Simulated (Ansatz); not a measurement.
# Si: what the smearing changes

One table from this session's results is given with a row withheld; the runs are named, their logs left out.

Method: DFT, PBE, all-electron LAPW, scalar-relativistic, in Ansatz 0.2.0.

## The structure to begin with

The structure is cubic, space group Fd-3m (No. 227). Conventional cell: a = 5.431 Å, b = 5.431 Å, c = 5.431 Å, α = 90.00°, β = 90.00°, γ = 90.00°. Around Si (site symmetry -43m) lie 4 Si at 2.35 Å.

As a file:

```cif
data_structure
_symmetry_space_group_name_H-M 'P 1'
_symmetry_Int_Tables_number 1
_cell_length_a 3.8403
_cell_length_b 3.8403
_cell_length_c 3.8403
_cell_angle_alpha 60.000
_cell_angle_beta 60.000
_cell_angle_gamma 60.000
_cell_volume 40.05
loop_
_atom_site_label
_atom_site_type_symbol
_atom_site_fract_x
_atom_site_fract_y
_atom_site_fract_z
_atom_site_occupancy
Si1 Si 0.50000 0.50000 0.50000 1
Si2 Si 0.75000 0.75000 0.75000 1
```

The cell comes from a crystallographic database entry that wasn't checked; take it as a given geometry, which may be far from equilibrium.

Atoms are numbered in the order of the input: Si1, Si2.

Set-up of the first run:

Contents of input.yaml:

```yaml
crystal:
  lattice:
    - [0.0, 2.71547, 2.71547]
    - [2.71547, 0.0, 2.71547]
    - [2.71547, 2.71547, 0.0]
  atoms:
    - { symbol: Si, position: [0.5, 0.5, 0.5] }
    - { symbol: Si, position: [0.75, 0.75, 0.75] }
kpoints:
  mp_grid: { grid: [11, 11, 11] }
scf:
  occupations: { method: fermi_dirac, width: 0.15 }
hamiltonian:
  xc: pbe
  pseudopotentials: { kind: all_electron, lapw: { basis_error: 0.00025 } }
output:
  forces: true
  stress: true
  eigenvalues: true
```

Command:

```bash
$ ansatz run input.yaml --threads 1 --pin off --max-ram 2048MiB --backend cpu --events-out ev --progress --plain --runs-dir out
```

Among the steps run: With Fermi–Dirac smearing of 0.15 eV; With Gaussian smearing of 0.2 eV; With cold smearing of 0.15 eV; With Gaussian smearing of 0.05 eV; With tetrahedron filling.

One of the session's tables, all rows but one given; the rest of the session is left out.

| smearing | energy from the first row (meV/atom) |
| --- | --- |
| Fermi–Dirac smearing of 0.15 eV | 0.00 |
| Gaussian smearing of 0.2 eV | ? |
| cold smearing of 0.15 eV | -0.64 |
| Gaussian smearing of 0.05 eV | -0.64 |
| tetrahedron filling | -0.64 |

Q: Estimate the row for Gaussian smearing of 0.2 eV from the others.

**Answer.** energy from the first row (meV/atom): -0.62. In the column «energy from the first row (meV/atom)» it lies between tetrahedron filling (-0.64) and Fermi–Dirac smearing of 0.15 eV (0.00).

Energies are those extrapolated to zero smearing.

Limits of these values: Warnings in the runs' records: band table not solved further, tetrahedron derivatives may miss energy slope.
